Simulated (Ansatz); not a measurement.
**Compressing TiAl₃: a fit and a missing row**

TiAl₃, Pm-3m, a = 3.980 Å. This isn't the usual stable structure of the compound. Ansatz: PBE, PAW, 420 eV, Γ-centred 10×10×10 mesh on 4 atoms, Gaussian smearing 0.10 eV; no spin polarisation. Symmetry fixes shape and atoms, so the cell is only scaled; pressure is positive in compression.

```
V (Å³/atom) P (GPa)
     13.867        ?
     14.340    12.11
     14.812     7.44
     15.285     3.43
     15.758     0.00
     16.231    -2.95
     16.703    -5.49
     17.334    -8.31
```

Problem. Take V0 = 15.758 Å³/atom, fit the third-order Birch–Murnaghan form to the other rows, and predict the missing pressure.

Solution. With the Eulerian strain f = ½[(V0/V)^(2/3) − 1] and y = P/[3f(1 + 2f)^(5/2)], the form is the line y = B0 + 1.5 B0 (B0′ − 4) f. Rows (f, y): 0.03244, 106.3; 0.02107, 106.2; 0.01026, 105.9; -0.00976, 105.8; -0.01904, 105.9; -0.03079, 105.5. Means f = 0.0006967, y = 105.93; Σ(Δf)² = 0.003004, ΣΔfΔy = 0.03245; the slope is their ratio. y = 105.9 + 10.80 f GPa, so B0 = 105.9 GPa and B0′ = 4 + 2 × (10.80)/(3 × 105.9) = 4.07. At V = 13.867, f = 0.04448, y = 106.38 and P = 17.57 GPa. The run gave 17.55 GPa, so the fit is 0.02 GPa too high, a small miss on the scale of the series.